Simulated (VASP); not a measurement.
Data:

```
AlSb
1.0
    0.00000     3.07100     3.07100
    3.07100     0.00000     3.07100
    3.07100     3.07100     0.00000
Al Sb
1 1
Direct
  0.00000   0.00000   0.00000
  0.25000   0.25000   0.25000
```

Level of theory: rev-vdW-DF2, VASP's PBE PAW potentials (set 64) (plane waves; VASP). Run with 520 eV cut-off, 7×7×7 Γ-centred mesh, Gaussian smearing of 0.050 eV, potentials Al Sb.

Question: Give the stress tensor in GPa (positive for a compressed cell).

Answer: 
```
1.68  0.00  0.00
0.00  1.68  0.00
0.00  0.00  1.68
```
The pressure is its mean diagonal, 1.68 GPa.

The compound is AlSb in the zinc blende structure. This cell is one point of a volume scan, at 0.97 of the reference volume.
